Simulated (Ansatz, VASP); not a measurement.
One calculation of B, two programs

The input INCAR:

```
PREC     = Accurate       # precision mode
ENCUT    = 520            # plane-wave cutoff, eV
EDIFF    = 1E-7           # SCF threshold, eV
ISMEAR   = 0              # smearing method
SIGMA    = 0.1            # smearing width, eV
LREAL    = False          # projectors in reciprocal space
LASPH    = True           # aspherical terms in the spheres
NELM     = 60             # most SCF steps
ALGO     = Normal         # electronic algorithm
ISIF     = 2              # what is computed and relaxed
LWAVE    = False          # write WAVECAR
LCHARG   = False          # write CHGCAR
GGA      = PS             # functional
NBANDS   = 8              # bands
```

File KPOINTS:

```
Automatic mesh
0
Gamma
  10 10 10
```

POSCAR

```
B
1.0
    1.9408432508      0.0000000000      0.0000000000
    0.0000000000      1.9408432508      0.0000000000
    0.0000000000      0.0000000000      1.9408432508
B
1
Direct
    0.0000000000      0.0000000000      0.0000000000
```

Input for Ansatz:

```yaml
crystal:
  lattice:
    - [1.9408432508, 0.0, 0.0]
    - [0.0, 1.9408432508, 0.0]
    - [0.0, 0.0, 1.9408432508]
  atoms:
    - { symbol: B, position: [0.0, 0.0, 0.0] }
basis:
  ecutwfc: 420
kpoints:
  mp_grid: { grid: [10, 10, 10] }
hamiltonian:
  xc: pbesol
scf:
  occupations: { method: gaussian, width: 0.1 }
  lower_state_search: "off"
output:
  forces: true
  stress: true
  eigenvalues: true
```

Alike in both runs: task single point; functional PBEsol; k mesh 10 × 10 × 10; occupations gaussian, width 0.1 eV; no spin polarisation.

|  | VASP | Ansatz |
| --- | --- | --- |
| version | VASP 6.6.1 | Ansatz 0.2.0 |
| potentials or method | VASP PAW PBE potentials, release 64 (B) | scalar-relativistic, plane waves, PAW |
| plane-wave cutoff (eV) | 520 | 420 |
| valence electrons in the cell | 3 | 3 |

|  | VASP | Ansatz | Ansatz less VASP |
| --- | --- | --- | --- |
| gap on the k mesh at the Fermi level (eV) | none | none | - |
| pressure (GPa) | -19.9 | -20.1 | -0.22 |

A gap of «none» marks a metal or a gap that the smearing closes.

Caveats: so large a pressure means that the cell lies far from this level's equilibrium, or that cutoff or potentials fall short (VASP); the potentials were made for another functional, which shifts forces and pressure (VASP).
